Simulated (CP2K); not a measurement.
## HfN under changes of volume

One of the cells (14.793 Å³/atom); the others are scaled copies at fixed shape and fractional positions:

```
Hf N
1.0
     3.47164    0.00000    0.00000
     1.73582    3.00653    0.00000
     1.73582    1.00218    2.83458
Hf N
1 1
Direct
  0.00000 0.00000 0.00000
  0.25000 0.25000 0.25000
```

The cell comes from a database or a generator and needn't be the stable form of this composition.

* Program: CP2K 2026.2
* Functional: PBEsol
* Potentials or basis: POTENTIAL_UZH Hf GTH-PBE-q12, N GTH-PBE-q5; TZVP-MOLOPT-PBE-GTH basis
* Density cutoff: 6123 eV
* k mesh: 9 × 9 × 9
* Occupations: fermi-dirac, width 0.0259 eV
* Spin: no spin polarisation

| volume (Å³/atom) | energy over the lowest point (meV/atom) | pressure (GPa) |
| --- | --- | --- |
| 13.906 | ? | ? |
| 14.201 | 0.00 | 1.8 |
| 14.497 | 0.51 | -2.3 |
| 14.793 | 8.36 | -6.1 |
| 15.089 | 22.88 | -9.5 |
| 15.385 | 43.35 | -12.6 |
| 15.681 | 69.09 | -15.3 |

What does the run at 13.906 Å³/atom give?

Energy over the lowest point 7.46 meV/atom; pressure 6.4 GPa.

Worked out: A Birch-Murnaghan fit of order 3 (a polynomial in V^(-2/3)) to the other rows has its minimum at 14.33 Å³/atom with B0 = V·E''(V) = 206 GPa and B' = 4.4. It gives 7.74 meV/atom at 13.906 Å³/atom, against the run's 7.46, and -dE/dV = 6.6 GPa, against 6.4.

Energies are extrapolated to zero smearing.

Caveats: the potentials were made for another functional, which shifts forces and pressure; the basis of atomic orbitals isn't converged, which shifts pressures, moduli and gaps.
